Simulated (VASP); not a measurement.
# RuS2 (P-3m1) in VASP: further runs

The runs below take RuS2 through single point, with r2SCAN+U.

Program: VASP 6.6.1. These are calculated values, not measurements. Logs are shortened: lines on timing, memory, paths and dates and some standing lists are left out, and cuts for length are marked.

## Step 1: The crystal as given

It takes space group P-3m1 (No. 164, trigonal). Conventional cell: a = 3.521 Å, b = 3.521 Å, c = 5.680 Å, α = 90.00°, β = 90.00°, γ = 120.00°. Ru (site symmetry -3m) has 6 S at 2.49 Å as nearest neighbours. S (site symmetry 3m) has 3 Ru at 2.49 Å as nearest neighbours.

The cell comes from a database or a generator and needn't be the stable form of this composition.

## Step 2: Single point, r2SCAN+U, collinear spin, antiferromagnetic start

File INCAR:

```
SYSTEM = RuS2
ALGO = Normal
EDIFF = 1E-6
ENCUT = 520
ISIF = 2
ISMEAR = 0
ISPIN = 2
LASPH = .True.
LCHARG = .True.
LDAU = .True.
LDAUJ = 0 0
LDAUL = 2 -1
LDAUPRINT = 1
LDAUTYPE = 2
LDAUU = 4 0
LELF = .True.
LMAXMIX = 4
LMIXTAU = .True.
LORBIT = 11
LREAL = .False.
LVHAR = .True.
LWAVE = .False.
MAGMOM = 1 -1 0 0 0 0
METAGGA = R2SCAN
NBANDS = 39
NELM = 100
PREC = Accurate
SIGMA = 0.05
```

File KPOINTS:

```
k-points
0
Gamma
  6 6 2
  0 0 0
```

File POSCAR:

```
RuS2
1.0
    3.5211794000      0.0000000000      0.0000000000
   -1.7605897000      3.0494308100      0.0000000000
    0.0000000000      0.0000000000     11.3607863800
Ru S
2 4
Direct
    0.0000000000      0.0000000000      0.0000000000
    0.0000000000      0.0000000000      0.5000000000
    0.3333333333      0.6666666667      0.1260000000
    0.3333333333      0.6666666667      0.6260000000
    0.6666666667      0.3333333333      0.3740000000
    0.6666666667      0.3333333333      0.8740000000
```

Potentials or basis: VASP PAW PBE potentials, release 64 (Ru_pv, S).

On the command line:

```sh
> cat potpaw_PBE.64/Ru_pv/POTCAR potpaw_PBE.64/S/POTCAR > POTCAR
> mpirun -np 1 vasp_std > vasp.out
```

OUTCAR:

```text
SYSTEM = RuS2
   EDIFF = 1E-6
   ENCUT = 520
   ISIF = 2
   ISMEAR = 0
   ISPIN = 2
   LASPH = .True.
   LORBIT = 11
   LREAL = .False.
   METAGGA = R2SCAN
   NELM = 100
   PREC = Accurate

 ion  position               nearest neighbor table
   1  0.000  0.000  0.000-   3 2.49   6 2.49   6 2.49   3 2.49   6 2.49   3 2.49
   2  0.000  0.000  0.500-   4 2.49   5 2.49   5 2.49   4 2.49   5 2.49   4 2.49
   3  0.333  0.667  0.126-   1 2.49   1 2.49   1 2.49
   4  0.333  0.667  0.626-   2 2.49   2 2.49   2 2.49
   5  0.667  0.333  0.374-   2 2.49   2 2.49   2 2.49
   6  0.667  0.333  0.874-   1 2.49   1 2.49   1 2.49

  LATTYP: Found a hexagonal cell.
 ALAT       =     3.5211794000
 C/A-ratio  =     3.2264150983

  Lattice vectors:

 A1 = (   3.5211794000,   0.0000000000,   0.0000000000)
 A2 = (  -1.7605897000,   3.0494308100,   0.0000000000)
 A3 = (   0.0000000000,   0.0000000000,  11.3607863800)

Analysis of symmetry for initial positions (statically):
=====================================================================
 Subroutine PRICEL returns following result:

  LATTYP: Found a hexagonal cell.
 ALAT       =     3.5211794000
 C/A-ratio  =     1.6132075492
[... 12 lines left out ...]
 Subroutine GETGRP returns: Found 12 space group operations
 (whereof 12 operations were pure point group operations)
 out of a pool of 24 trial point group operations.

The static configuration has the point symmetry D_3d.

Analysis of symmetry for dynamics (positions and initial velocities):
=====================================================================
 Subroutine PRICEL returns following result:

  LATTYP: Found a hexagonal cell.
 ALAT       =     3.5211794000
 C/A-ratio  =     1.6132075492
[... 12 lines left out ...]
 Subroutine GETGRP returns: Found 12 space group operations
 (whereof 12 operations were pure point group operations)
 out of a pool of 24 trial point group operations.

The dynamic configuration has the point symmetry D_3d.

Analysis of structural, dynamic, and magnetic symmetry:
=====================================================================
 Subroutine PRICEL returns following result:

  LATTYP: Found a hexagonal cell.
 ALAT       =     3.5211794000
 C/A-ratio  =     1.6132075492
[... 12 lines left out ...]
 Subroutine GETGRP returns: Found 12 space group operations
 (whereof 12 operations were pure point group operations)
 out of a pool of 24 trial point group operations.

The overall configuration has the point symmetry D_3d.

 Subroutine INISYM returns: Found 12 space group operations
 (whereof 12 operations are pure point group operations),
 and found     2 'primitive' translations

----------------------------------------------------------------------------------------

                                     Primitive cell

  volume of cell :      60.9937

  direct lattice vectors                    reciprocal lattice vectors
     3.521179400  0.000000000  0.000000000     0.283995754  0.163965025  0.000000000
    -1.760589700  3.049430810  0.000000000     0.000000000  0.327930051  0.000000000
     0.000000000  0.000000000  5.680393190     0.000000000  0.000000000  0.176044152

  length of vectors
     3.521179400  3.521179399  5.680393190     0.327930051  0.327930051  0.176044152

  position of ions in fractional coordinates (direct lattice)
     0.000000000  0.000000000  0.000000000
     0.333333333  0.666666667  0.252000000
     0.666666667  0.333333333  0.748000000

  ion indices of the primitive-cell ions
   primitive index   ion index
                 1           1
                 2           3
                 3           6

----------------------------------------------------------------------------------------

[... 131 lines left out ...]
  o =  0.8533  v =  0.0000  0.0000  0.0000  0.0000  0.0000  0.0000  0.0000  1.0000 -0.0000 -0.0000      0.0000  0.0000  0.0000  0.0000  0.0000  0.0000  0.0000  0.0000  0.0000  0.0000
  o =  0.8896  v =  0.0000 -0.0000 -1.0000  0.0000 -0.0000  0.0000  0.0000  0.0000  0.0000  0.0000      0.0000  0.0000  0.0000  0.0000  0.0000  0.0000  0.0000  0.0000  0.0000  0.0000
  o =  0.9050  v =  0.0000  0.5246 -0.0000 -0.0000  0.8514  0.0000  0.0000  0.0000  0.0000  0.0000      0.0000  0.0000  0.0000  0.0000  0.0000  0.0000  0.0000  0.0000  0.0000  0.0000
  o =  0.9050  v = -0.8514 -0.0000 -0.0000 -0.5246 -0.0000  0.0000  0.0000  0.0000  0.0000  0.0000      0.0000  0.0000  0.0000  0.0000  0.0000  0.0000  0.0000  0.0000  0.0000  0.0000

atom =   2  type =  1  l = 2

 onsite density matrix

spin component  1

  0.2294 -0.0000 -0.0000 -0.1583  0.0000
 -0.0000  0.3037  0.0000  0.0000 -0.1583
 -0.0000  0.0000  0.8533  0.0000 -0.0000
 -0.1583  0.0000  0.0000  0.3037  0.0000
  0.0000 -0.1583 -0.0000  0.0000  0.2294

spin component  2

  0.8116  0.0000  0.0000  0.1515  0.0000
  0.0000  0.6591 -0.0000  0.0000  0.1515
  0.0000 -0.0000  0.8896 -0.0000 -0.0000
  0.1515  0.0000 -0.0000  0.6591 -0.0000
  0.0000  0.1515 -0.0000 -0.0000  0.8116

 occupancies and eigenvectors

  o =  0.1039  v = -0.0000  0.6211  0.0000 -0.0000  0.7837  0.0000  0.0000  0.0000  0.0000  0.0000      0.0000  0.0000  0.0000  0.0000  0.0000  0.0000  0.0000  0.0000  0.0000  0.0000
  o =  0.1039  v =  0.7837  0.0000  0.0000  0.6211  0.0000  0.0000  0.0000  0.0000  0.0000  0.0000      0.0000  0.0000  0.0000  0.0000  0.0000  0.0000  0.0000  0.0000  0.0000  0.0000
  o =  0.4291  v =  0.0000 -0.7837  0.0000 -0.0000  0.6211  0.0000  0.0000  0.0000  0.0000  0.0000      0.0000  0.0000  0.0000  0.0000  0.0000  0.0000  0.0000  0.0000  0.0000  0.0000
  o =  0.4291  v = -0.6211 -0.0000  0.0000  0.7837  0.0000  0.0000  0.0000  0.0000  0.0000  0.0000      0.0000  0.0000  0.0000  0.0000  0.0000  0.0000  0.0000  0.0000  0.0000  0.0000
  o =  0.5657  v =  0.0000  0.0000  0.0000  0.0000  0.0000  0.0000  0.8514 -0.0000 -0.0000 -0.5246      0.0000  0.0000  0.0000  0.0000  0.0000  0.0000  0.0000  0.0000  0.0000  0.0000
  o =  0.5657  v =  0.0000  0.0000  0.0000  0.0000  0.0000 -0.5246  0.0000  0.0000  0.8514  0.0000      0.0000  0.0000  0.0000  0.0000  0.0000  0.0000  0.0000  0.0000  0.0000  0.0000
  o =  0.8533  v =  0.0000 -0.0000 -1.0000  0.0000  0.0000  0.0000  0.0000  0.0000  0.0000  0.0000      0.0000  0.0000  0.0000  0.0000  0.0000  0.0000  0.0000  0.0000  0.0000  0.0000
  o =  0.8896  v =  0.0000  0.0000  0.0000  0.0000  0.0000  0.0000 -0.0000 -1.0000  0.0000 -0.0000      0.0000  0.0000  0.0000  0.0000  0.0000  0.0000  0.0000  0.0000  0.0000  0.0000
  o =  0.9050  v =  0.0000  0.0000  0.0000  0.0000  0.0000  0.0000  0.5246 -0.0000 -0.0000  0.8514      0.0000  0.0000  0.0000  0.0000  0.0000  0.0000  0.0000  0.0000  0.0000  0.0000
  o =  0.9050  v =  0.0000  0.0000  0.0000  0.0000  0.0000 -0.8514 -0.0000 -0.0000 -0.5246 -0.0000      0.0000  0.0000  0.0000  0.0000  0.0000  0.0000  0.0000  0.0000  0.0000  0.0000

 number of electron      52.0000016 magnetization      -0.0000000

 Free energy of the ion-electron system (eV)
  ---------------------------------------------------
  ext. energy  EPLUGINS =         0.00000000
  ---------------------------------------------------
  free energy    TOTEN  =       -76.75502596 eV

  energy without entropy =      -76.75502596  energy(sigma->0) =      -76.75502596

 E-fermi :   5.0686     XC(G=0): -10.7170

 val. band max:        4.8605720522   @ k =   0.0000   0.0000   0.0000
 cond. band min:       5.7443536710   @ k =   0.0000   0.0000   0.0000
 fundamental gap:      0.8837816188
 Fermi energy:         5.0685637243

 spin component 1

 k-point     1 :       0.0000    0.0000    0.0000
  band No.  band energies     occupation
      1     -41.0695      1.00000
      2     -41.0695      1.00000
      3     -40.0839      1.00000
      4     -38.7309      1.00000
      5     -38.7309      1.00000
      6     -38.6279      1.00000
[... 563 lines left out ...]
     37      13.6560      0.00000
     38      14.1362      0.00000
 Fermi energy:         5.0685637243

 spin component 2

 k-point     1 :       0.0000    0.0000    0.0000
  band No.  band energies     occupation
      1     -41.0695      1.00000
      2     -41.0695      1.00000
      3     -40.0839      1.00000
      4     -38.7309      1.00000
      5     -38.7309      1.00000
      6     -38.6279      1.00000
[... 563 lines left out ...]
     37      13.6560      0.00000
     38      14.1362      0.00000
 [bands above 38 left out]

------------------------ aborting loop because EDIFF is reached ----------------------------------------

  FORCE on cell =-STRESS in cart. coord.  units (eV):
  Direction    XX          YY          ZZ          XY          YZ          ZX
  --------------------------------------------------------------------------------------
  -------------------------------------------------------------------------------------
  Total       -4.4438428     -4.4438428     -5.4851967      0.0000000      0.0000000     -0.0000000
  in kB      -58.3651950    -58.3651949    -72.0422815      0.0000000      0.0000000     -0.0000000
  external PRESSURE =     -62.9242238 kB  Pullay stress =       0.0000000 kB

 VOLUME and BASIS-vectors are now :
 -----------------------------------------------------------------------------
  energy-cutoff  :      520.00
  volume of cell :      121.99
      direct lattice vectors                 reciprocal lattice vectors
     3.521179400  0.000000000  0.000000000     0.283995754  0.163965025  0.000000000
    -1.760589700  3.049430810  0.000000000     0.000000000  0.327930051  0.000000000
     0.000000000  0.000000000 11.360786380     0.000000000  0.000000000  0.088022076

 POSITION                                       TOTAL-FORCE (eV/Angst)
 -----------------------------------------------------------------------------------
      0.00000      0.00000      0.00000         0.000000     -0.000000      0.000000
      0.00000      0.00000      5.68039         0.000000     -0.000000      0.000000
     -0.00000      2.03295      1.43146        -0.000000      0.000000     -1.147927
     -0.00000      2.03295      7.11185        -0.000000      0.000000     -1.147927
      1.76059      1.01648      4.24893         0.000000     -0.000000      1.147927
      1.76059      1.01648      9.92933         0.000000     -0.000000      1.147927
 -----------------------------------------------------------------------------------
    total drift:                               -0.000000     -0.000000      0.000000

  FREE ENERGIE OF THE ION-ELECTRON SYSTEM (eV)
  ---------------------------------------------------
  free  energy   TOTEN  =       -76.7550259552 eV

  energy  without entropy=      -76.7550259552  energy(sigma->0) =      -76.75502596

 total charge

# of ion       s       p       d       tot
------------------------------------------
    1        0.316   6.247   5.709  12.272
    2        0.316   6.247   5.709  12.272
    3        1.355   2.305   0.000   3.660
    4        1.355   2.305   0.000   3.660
    5        1.355   2.305   0.000   3.660
    6        1.355   2.305   0.000   3.660
--------------------------------------------------
tot          6.051  21.715  11.418  39.184

 magnetization (x)

# of ion       s       p       d       tot
------------------------------------------
    1        0.032   0.027   1.906   1.965
    2       -0.032  -0.027  -1.906  -1.965
    3        0.003  -0.012   0.000  -0.010
    4       -0.003   0.012   0.000   0.010
    5       -0.003   0.012   0.000   0.010
    6        0.003  -0.012   0.000  -0.010
--------------------------------------------------
tot          0.000   0.000   0.000   0.000
```

Run time: 8.3 min. Hardware: 1 thread of Intel Xeon Platinum 8488C (Sapphire Rapids), shared host; peak memory 0.38 GiB.

Results:

```
Free energy                                           : -76.7550 eV
Pressure                                              : -6.3 GPa
Largest force                                         : 1.148 eV/Å
Band gap on the k mesh                                : 0.88 eV
Net moment                                            : 0.00 μB per cell
Site moments                                          : Ru +1.97, -1.97; S -0.01, +0.01 μB
Valence electrons inside the program's atomic spheres : Ru 12.27; S 3.66
```

Forces on the atoms (eV/Å):
```
Ru   0.000  0.000  0.000
Ru   0.000  0.000  0.000
S    0.000  0.000 -1.148
S    0.000  0.000 -1.148
S    0.000  0.000  1.148
S    0.000  0.000  1.148
```

Levels at points of the mesh, in eV from the valence-band top:
Spin up:
```
           k point  band 22  band 23  band 24  band 25  band 26  band 27  band 28  band 29  band 30  band 31
(0.00, 0.00, 0.00)    -0.39    -0.39    -0.20    -0.20     0.00     0.88     0.88     2.29     2.29     3.13
(0.50, 0.00, 0.00)    -2.53    -1.81    -1.70    -1.46    -1.24     1.37     1.42     2.16     2.17     3.30
(0.00, 0.00, 0.50)    -0.31    -0.31    -0.30    -0.30    -0.30     0.89     0.89     2.32     2.32     3.10
(0.50, 0.00, 0.50)    -2.05    -1.71    -1.65    -1.63    -1.55     1.40     1.44     2.18     2.28     3.24
```
Spin down:
```csv
k point,band 22,band 23,band 24,band 25,band 26,band 27,band 28,band 29,band 30,band 31
"(0.00, 0.00, 0.00)",-0.39,-0.39,-0.20,-0.20,0.00,0.88,0.88,2.29,2.29,3.13
"(0.50, 0.00, 0.00)",-2.53,-1.81,-1.70,-1.46,-1.24,1.37,1.42,2.16,2.17,3.30
"(0.00, 0.00, 0.50)",-0.31,-0.31,-0.30,-0.30,-0.30,0.89,0.89,2.32,2.32,3.10
"(0.50, 0.00, 0.50)",-2.05,-1.71,-1.65,-1.63,-1.55,1.40,1.44,2.18,2.28,3.24
```

Eigenvalues of the final occupation matrices:
```
    site  spin  trace               eigenvalues
site 1 d     1   3.83  0.57 0.57 0.89 0.90 0.90
site 1 d     2   1.92  0.10 0.10 0.43 0.43 0.85
site 2 d     1   1.92  0.10 0.10 0.43 0.43 0.85
site 2 d     2   3.83  0.57 0.57 0.89 0.90 0.90
```

Caveat: the PAW data sets were made with another functional, which shifts forces and pressure a little. A k mesh can miss the band edges.

## Step 3: Single point, r2SCAN+U, collinear spin, ferrimagnetic start

File INCAR:

```
SYSTEM = RuS2
PREC = Accurate
ENCUT = 520
EDIFF = 1E-6
ISMEAR = 0
SIGMA = 0.05
LREAL = .FALSE.
LASPH = .TRUE.
NELM = 100
ALGO = Normal
ISIF = 2
LWAVE = .FALSE.
LCHARG = .FALSE.
ISPIN = 2
MAGMOM = 1 -0.5 0 0 0 0
LORBIT = 11
LMAXMIX = 4
LDAU = .TRUE.
LDAUTYPE = 2
LDAUL = 2 -1
LDAUU = 4 0
LDAUJ = 0 0
LDAUPRINT = 1
METAGGA = R2SCAN
LMIXTAU = .TRUE.
NBANDS = 39
```

File KPOINTS:

```
Automatic mesh
0
G
  6 6 2
  0 0 0
```

POSCAR is that of step 2.

Potentials or basis: VASP PAW PBE potentials, release 64 (Ru_pv, S).

On the command line:

```sh
> cat potpaw_PBE.64/Ru_pv/POTCAR potpaw_PBE.64/S/POTCAR > POTCAR
> mpirun -np 1 vasp_std > vasp.out
```

Wall time 8.2 min (1 thread of Intel Xeon Platinum 8488C (Sapphire Rapids), shared host); peak memory 0.38 GiB.

It converged, with:

```
Free energy                                           : -76.7550 eV
Pressure                                              : -6.3 GPa
Largest force                                         : 1.148 eV/Å
Band gap on the k mesh                                : 0.88 eV
Net moment                                            : 0.00 μB per cell
Site moments                                          : Ru +1.97, -1.97; S -0.01, +0.01 μB
Valence electrons inside the program's atomic spheres : Ru 12.27; S 3.66
```

Forces on the atoms (eV/Å):
```
Ru   0.000  0.000  0.000
Ru   0.000  0.000  0.000
S    0.000  0.000 -1.148
S    0.000  0.000 -1.148
S    0.000  0.000  1.148
S    0.000  0.000  1.148
```

Stress tensor (GPa, compression positive):
```
-5.84  0.00  0.00
 0.00 -5.84  0.00
 0.00  0.00 -7.20
```

Levels at points of the mesh, in eV from the valence-band top:
Spin up:
| k point | band 23 | band 24 | band 25 | band 26 | band 27 | band 28 | band 29 | band 30 |
| --- | --- | --- | --- | --- | --- | --- | --- | --- |
| (0.00, 0.00, 0.00) | -0.39 | -0.20 | -0.20 | 0.00 | 0.88 | 0.88 | 2.29 | 2.29 |
| (0.50, 0.00, 0.00) | -1.81 | -1.70 | -1.46 | -1.24 | 1.37 | 1.42 | 2.16 | 2.17 |
| (0.00, 0.00, 0.50) | -0.31 | -0.30 | -0.30 | -0.30 | 0.89 | 0.89 | 2.32 | 2.32 |
| (0.50, 0.00, 0.50) | -1.71 | -1.65 | -1.63 | -1.55 | 1.40 | 1.44 | 2.18 | 2.28 |
Spin down:
```
           k point  band 22  band 23  band 24  band 25  band 26  band 27  band 28  band 29  band 30  band 31
(0.00, 0.00, 0.00)    -0.39    -0.39    -0.20    -0.20     0.00     0.88     0.88     2.29     2.29     3.13
(0.50, 0.00, 0.00)    -2.53    -1.81    -1.70    -1.46    -1.24     1.37     1.42     2.16     2.17     3.30
(0.00, 0.00, 0.50)    -0.31    -0.31    -0.30    -0.30    -0.30     0.89     0.89     2.32     2.32     3.10
(0.50, 0.00, 0.50)    -2.05    -1.71    -1.65    -1.63    -1.55     1.40     1.44     2.18     2.28     3.24
```

Eigenvalues of the final occupation matrices:
```csv
site,spin,trace,eigenvalues
site 1 d,1,3.83,0.57 0.57 0.89 0.90 0.90
site 1 d,2,1.92,0.10 0.10 0.43 0.43 0.85
site 2 d,1,1.92,0.10 0.10 0.43 0.43 0.85
site 2 d,2,3.83,0.57 0.57 0.89 0.90 0.90
```

Caveat: the PAW data sets were made with another functional, which shifts forces and pressure a little.

(Part 1 of 2 ends here.)
